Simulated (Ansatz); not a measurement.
**SnO2: course of a relaxation**

Theory: DFT LDA, scalar-relativistic, plane waves, PAW in Ansatz 0.2.0. (420 eV cutoff, 4×6×6 k-mesh, Gaussian smearing of 0.02 eV, no spin polarisation)

What was changed in SiO2: Si → Sn on all its sites, cell and atoms relaxed.

Command:

```bash
ansatz run input.yaml --threads 2 --pin off --max-ram 5120MiB --backend cpu --events-out ev --progress --plain --runs-dir out
```

Input:

```yaml
crystal:
  lattice:
    - [9.4842923269, 0.0, 0.0]
    - [0.0, 4.7037795538, 2.8164603307]
    - [0.0, -4.7037795538, 2.8164603307]
  atoms:
    - { symbol: Sn, position: [0.9346754089, 0.6720964564, 0.3359804424] }
    - { symbol: Sn, position: [0.4346754089, 0.3359804424, 0.6720964564] }
    - { symbol: Sn, position: [0.5653245911, 0.6720964564, 0.3359804424] }
    - { symbol: Sn, position: [0.0653245911, 0.3359804424, 0.6720964564] }
    - { symbol: O, position: [0.0, 0.6715433495, 0.6715433495] }
    - { symbol: O, position: [0.5667850023, 0.058870572, 0.4284984756] }
    - { symbol: O, position: [0.25, 0.1996770713, 0.520349327] }
    - { symbol: O, position: [0.4332149977, 0.4284984756, 0.058870572] }
    - { symbol: O, position: [0.75, 0.520349327, 0.1996770713] }
    - { symbol: O, position: [0.0667850023, 0.4284984756, 0.058870572] }
    - { symbol: O, position: [0.5, 0.6715433495, 0.6715433495] }
    - { symbol: O, position: [0.9332149977, 0.058870572, 0.4284984756] }
basis:
  ecutwfc: 420
kpoints:
  mp_grid: { grid: [4, 6, 6] }
hamiltonian:
  xc: lda
scf:
  occupations: { method: gaussian, width: 0.02 }
output:
  forces: true
  stress: true
  eigenvalues: true
relax:
  adjacent_minimum: "off"
  f_tol: 0.01
  max_steps: 60
  cell: { stress_tol: 0.1 }
```

F is the free energy. Steps run on the plane waves of an earlier cell, but the last one, and at times one on the way, on a freshly chosen basis, so a repeated geometry can differ a little in energy.

Steps:

```csv
step,F − F(1) (eV),largest force component (eV/Å),V (Å³/atom),P (GPa)
1,0.0000,0.020,20.941,0.25
2,0.0041,0.035,21.125,-0.07
3,0.0066,0.022,21.210,-0.10
4,0.0051,0.004,21.188,-0.01
5,-0.0076,0.003,21.188,0.06
6,-0.0073,0.001,21.207,0.00
7,-0.0084,0.001,21.207,0.00
```

Relaxed structure:

```cif
data_structure
_symmetry_space_group_name_H-M 'P 1'
_symmetry_Int_Tables_number 1
_cell_length_a 9.5795
_cell_length_b 5.4612
_cell_length_c 5.4612
_cell_angle_alpha 117.037
_cell_angle_beta 90.000
_cell_angle_gamma 90.000
_cell_volume 254.48
loop_
_atom_site_label
_atom_site_type_symbol
_atom_site_fract_x
_atom_site_fract_y
_atom_site_fract_z
_atom_site_occupancy
Sn1 Sn 0.93442 0.67316 0.33360 1
Sn2 Sn 0.43442 0.33360 0.67316 1
Sn3 Sn 0.56558 0.67316 0.33360 1
Sn4 Sn 0.06558 0.33360 0.67316 1
O1 O 0.00000 0.66795 0.66795 1
O2 O 0.56307 0.05951 0.42579 1
O3 O 0.25000 0.20296 0.53103 1
O4 O 0.43693 0.42579 0.05951 1
O5 O 0.75000 0.53103 0.20296 1
O6 O 0.06307 0.42579 0.05951 1
O7 O 0.50000 0.66795 0.66795 1
O8 O 0.93693 0.05951 0.42579 1
```

It takes space group Ama2 (No. 40, orthorhombic). Conventional cell: a = 9.580 Å, b = 9.315 Å, c = 5.704 Å, α = 90.00°, β = 90.00°, γ = 90.00°. Sn (site symmetry 1) has 4 O at 1.93 to 1.94 Å as nearest neighbours. O (site symmetry 2) has 2 Sn at 1.94 Å as nearest neighbours. O (site symmetry 1) has 2 Sn at 1.93 to 1.94 Å as nearest neighbours. Around O (site symmetry m) lie 2 Sn at 1.93 Å.

The run converged. Time: 2.6 min on 2 threads of Oxide Virtual Turin-like Processor (Zen 5), on a shared host, peak memory 0.83 GiB.